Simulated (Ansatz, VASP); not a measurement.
# One calculation of Pt, two programs

File INCAR:

```
  ALGO = Normal
  EDIFF = 1E-7
  ENCUT = 520
  GGA = PS
  ISIF = 2
  ISMEAR = 1
  LASPH = True
  LCHARG = False
  LREAL = False
  LWAVE = False
  NBANDS = 17
  NELM = 80
  PREC = Accurate
  SIGMA = 0.1
```

KPOINTS

```
k-points
0
Gamma
  7 7 4
```

POSCAR

```
Pt
1.0
    2.6918640664     -0.0012073731     -0.0006187189
   -1.3469882445      2.3221148074     -0.0004861464
   -0.0010792652     -0.0020320894      4.8595193214
Pt
2
Direct
    0.6834837753      0.3205748401      0.7326460656
    0.2995650487      0.7196871193      0.2265100474
```

Input for Ansatz:

```yaml
crystal:
  lattice:
    - [2.6918640663757736, -0.0012073731149933775, -0.0006187188737384005]
    - [-1.346988244496065, 2.3221148073972024, -0.0004861464425811532]
    - [-0.001079265225731588, -0.0020320893942571876, 4.859519321364371]
  atoms:
    - { symbol: Pt, position: [0.6834837752848181, 0.32057484005699866, 0.7326460656128324] }
    - { symbol: Pt, position: [0.2995650487325243, 0.7196871192859597, 0.22651004737479494] }
kpoints:
  mp_grid:
    grid: [7, 7, 4]
hamiltonian:
  xc: pbesol
  pseudopotentials:
    kind: paw
scf:
  occupations:
    method: cold
output:
  forces: true
  stress: true
```

This isn't the form of Pt at room conditions, which is fcc.

Alike in both runs: task single point; functional PBEsol; k mesh 7 × 7 × 4; no spin polarisation.

|  | VASP | Ansatz |
| --- | --- | --- |
| version | VASP 6.6.1 | Ansatz 0.2.0 |
| potentials or method | VASP PAW PBE potentials, release 64 (Pt) | plane waves, PAW |
| plane-wave cutoff (eV) | 520 | 420 |
| occupations | methfessel-paxton of order 1, width 0.1 eV | cold |
| valence electrons in the cell | 20 | 36 |

```tsv
	VASP	Ansatz	Ansatz less VASP
pressure (GPa)	0.7	1.1	+0.41
largest component of the traceless stress (GPa)	2.73	2.76	+0.021
rms of the force components (eV/Å)	0.229	0.230	+0.0015
```

Atom by atom the forces differ by 0.003 eV/Å (rms over components). The two sets of potentials don't hold the same shells in valence.

Caveats: the k mesh is coarse (spacing up to 0.39 Å⁻¹), so the values aren't converged; the PAW data sets were made with another functional, which shifts forces and pressure a little (VASP). The runs have no spin-orbit coupling, so splittings on Pt are missing.
